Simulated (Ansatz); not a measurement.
# Harmonic thermodynamics of Al

The calculation used Ansatz, DFT PBE, scalar-relativistic, plane waves, PAW. Cutoff 420 eV, 24×24×12 k-points (Γ-centred), Fermi-Dirac smearing of 0.15 eV. No spin polarisation. Phonons by linear response, acoustic sum rule imposed.

Equilibrium structure at this level:
```cif
data_structure
_symmetry_space_group_name_H-M 'P6_3/mmc'
_symmetry_Int_Tables_number 194
_cell_length_a 2.8548
_cell_length_b 2.8548
_cell_length_c 4.7209
_cell_angle_alpha 90.000
_cell_angle_beta 90.000
_cell_angle_gamma 120.000
_cell_volume 33.32
loop_
_atom_site_label
_atom_site_type_symbol
_atom_site_symmetry_multiplicity
_atom_site_Wyckoff_symbol
_atom_site_fract_x
_atom_site_fract_y
_atom_site_fract_z
_atom_site_occupancy
Al1 Al 2 c 0.33333 0.66667 0.25000 1
```

The cell was relaxed from a distorted copy of a database structure. In a metal, frequencies and elastic constants depend on the k mesh and the smearing, soft modes and shear constants most. The q mesh is coarse, so values between its points are rough. This form isn't the element's ground state: it lies 33 meV/atom above the standard structure at this level.

Force constants from linear response on a 3×3×2 q mesh, interpolated to a fine mesh.

Phonon density of states, in bins of 5 cm⁻¹:
| bin centre (cm⁻¹) | share of modes (%) |
| --- | --- |
| 2.5 | 0.0 |
| 7.5 | 0.0 |
| 12.5 | 0.0 |
| 17.5 | 0.0 |
| 22.5 | 0.1 |
| 27.5 | 0.1 |
| 32.5 | 0.1 |
| 37.5 | 0.2 |
| 42.5 | 0.2 |
| 47.5 | 0.2 |
| 52.5 | 0.3 |
| 57.5 | 0.3 |
| 62.5 | 0.4 |
| 67.5 | 0.4 |
| 72.5 | 0.5 |
| 77.5 | 0.6 |
| 82.5 | 0.6 |
| 87.5 | 0.7 |
| 92.5 | 0.8 |
| 97.5 | 0.8 |
| 102.5 | 0.9 |
| 107.5 | 1.0 |
| 112.5 | 1.2 |
| 117.5 | 1.3 |
| 122.5 | 1.4 |
| 127.5 | 1.6 |
| 132.5 | 1.9 |
| 137.5 | 2.2 |
| 142.5 | 2.6 |
| 147.5 | 3.0 |
| 152.5 | 3.6 |
| 157.5 | 4.3 |
| 162.5 | 3.9 |
| 167.5 | 3.4 |
| 172.5 | 3.0 |
| 177.5 | 3.0 |
| 182.5 | 3.0 |
| 187.5 | 2.8 |
| 192.5 | 2.4 |
| 197.5 | 2.3 |
| 202.5 | 2.3 |
| 207.5 | 2.2 |
| 212.5 | 2.0 |
| 217.5 | 1.9 |
| 222.5 | 2.0 |
| 227.5 | 1.8 |
| 232.5 | 1.6 |
| 237.5 | 1.4 |
| 242.5 | 1.2 |
| 247.5 | 1.0 |
| 252.5 | 1.4 |
| 257.5 | 1.4 |
| 262.5 | 2.2 |
| 267.5 | 2.8 |
| 272.5 | 3.3 |
| 277.5 | 2.8 |
| 282.5 | 3.3 |
| 287.5 | 3.2 |
| 292.5 | 2.3 |
| 297.5 | 1.9 |
| 302.5 | 1.6 |
| 307.5 | 0.9 |
| 312.5 | 0.1 |

Question: How much zero-point energy does an atom carry?

Answer: 36.6 meV.

Question: How large are the vibrational entropy and heat capacity at 300 K?

Answer: S = 3.49 k_B and C_V = 2.77 k_B per atom, 92 % of the Dulong–Petit value.

Question: Tabulate them against temperature.

Answer:
```tsv
T (K)	F_vib (meV/atom)	S (k_B/atom)	C_V (k_B/atom)
100	34.0	0.94	1.63
200	19.3	2.41	2.52
300	-6.4	3.49	2.77
400	-40.1	4.30	2.87
500	-80.0	4.94	2.91
600	-125.0	5.48	2.94
700	-174.2	5.93	2.96
800	-227.0	6.33	2.97
900	-283.1	6.68	2.97
1000	-342.0	6.99	2.98
```
